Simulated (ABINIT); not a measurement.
Runs of ABINIT 10.8.3 (patched build) on ZnS (Wurtzite-2H). The structure is hexagonal, space group P6_3mc (No. 186). Conventional cell: a = 3.811 Å, b = 3.811 Å, c = 6.234 Å, α = 90.00°, β = 90.00°, γ = 120.00°. Around Zn (site symmetry 3m) lie 4 S at 2.31 to 2.40 Å. S (site symmetry 3m) is surrounded by 4 Zn at 2.31 to 2.40 Å. 

```csv
task,level,potentials or basis,k mesh,gap on the mesh (eV),largest force (eV/Å)
band structure,LDA-VWN,JTH PAW LDA v2.0,8 × 8 × 5,1.98,0.29
single point,LDA,JTH PAW LDA v2.0,6 × 6 × 4,1.97,0.29
band structure,WC,JTH PAW PBE v2.0,8 × 8 × 5,(a),0.30
single point,PBEsol,JTH PAW PBE v2.0,10 × 10 × 6,2.09,0.30
band structure,revPBE,JTH PAW PBE v2.0,8 × 8 × 5,(b),0.32
single point,PBE,JTH PAW PBE v2.0,5 × 5 × 3,2.23,0.32
single point,PBE,JTH PAW PBE v2.0,10 × 10 × 6,2.23,0.31
band structure,LDA-PZ,JTH PAW LDA v2.0,8 × 8 × 5,1.97,0.29
band structure,RPBE,JTH PAW PBE v2.0,8 × 8 × 5,2.40,0.32
```

Alike in all rows: no spin polarisation; cell as given; cutoff (eV) 544; smearing fermi-dirac 0.05 eV.

Q: Fill in the values left out.

A: (a) 2.07; (b) 2.36.

Caveats: the PAW data sets were made with another functional, which shifts forces and pressure a little (some runs).

A k mesh can miss the band edges.
